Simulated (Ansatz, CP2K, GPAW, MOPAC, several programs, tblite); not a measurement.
# SnSe: cheap methods against density-functional theory

How much accuracy does each second buy? SnSe is computed with 10 methods, from the cheapest up to r2SCAN.

Computed with MOPAC, tblite, CP2K, GPAW, Ansatz (versions at each run) (no spin polarisation, static lattice; gaps from single points on the cell relaxed beforehand with r²SCAN, unless a step's input says otherwise).

## 1. The starting structure

It takes space group F-43m (No. 216, cubic). The conventional cell has a = 6.728 Å, b = 6.728 Å, c = 6.728 Å, α = 90.00°, β = 90.00°, γ = 90.00°. Sn (site symmetry -43m) has 4 Se at 2.91 Å as nearest neighbours. Se (site symmetry -43m) is surrounded by 4 Sn at 2.91 Å.

Structure file:

```cif
data_structure
_symmetry_space_group_name_H-M 'F-43m'
_symmetry_Int_Tables_number 216
_cell_length_a 6.7280
_cell_length_b 6.7280
_cell_length_c 6.7280
_cell_angle_alpha 90.000
_cell_angle_beta 90.000
_cell_angle_gamma 90.000
_cell_volume 304.55
loop_
_atom_site_label
_atom_site_type_symbol
_atom_site_symmetry_multiplicity
_atom_site_Wyckoff_symbol
_atom_site_fract_x
_atom_site_fract_y
_atom_site_fract_z
_atom_site_occupancy
Sn1 Sn 4 a 0.00000 0.00000 0.00000 1
Se1 Se 4 d 0.25000 0.25000 0.75000 1
```

The structure type (zincblende) is imposed and need not be the compound's stable one.

**Question.** The methods are PM6, PM7, GFN1-xTB (tblite), GFN2-xTB (tblite), PBE/DZVP, PBE/single-zeta, PBE/SZV, coarse PBE, PBE, r2SCAN. What gap does r2SCAN give on this cell, and which other methods (full PBE left aside) come nearest to r2SCAN and farthest in gap, volume and bulk modulus?

```
                                               quantity                                                         value
                                                 r2SCAN                         gap 0.05 eV, 38.07 Å³/atom, B₀ 33 GPa
         gap: nearest and farthest of the other methods      PBE/DZVP, coarse PBE (about 0.05 eV off); PM7 (+5.33 eV)
      volume: nearest and farthest of the other methods                  GFN2-xTB (tblite) (-2.1 %), PBE/SZV (+9.8 %)
bulk modulus: nearest and farthest of the other methods  PBE/DZVP, PBE/SZV (about 7 % off); GFN2-xTB (tblite) (-21 %)
```

What this shows: For the gap (full PBE left aside), PBE/DZVP, coarse PBE tie for nearest to r2SCAN; PM7 is farthest. For the volume, of the 3 methods compared (full PBE left aside), GFN2-xTB (tblite) comes nearest to r2SCAN and PBE/SZV is farthest. For the bulk modulus (full PBE left aside), PBE/DZVP, PBE/SZV tie for nearest to r2SCAN; GFN2-xTB (tblite) is farthest. A minimal basis or a coarse cutoff and mesh shifts results by its own error, so closeness to r2SCAN can be chance. Cluster runs see only the k-points that fold onto the zone centre, so their gaps can miss the band edges. No volume is given for PM6, PM7, GFN1-xTB (tblite), PBE/single-zeta, coarse PBE, which can hide a larger miss. Overlaps count as a gap of zero in the misses; they are PBE/DZVP -0.08, PBE -0.02 eV. CPU times run from 1.5 s (coarse PBE) to 8.5 s (PBE/DZVP). r2SCAN is a yardstick, not the truth. Spin-orbit coupling is left out throughout, and with elements this heavy it can close so small a gap.
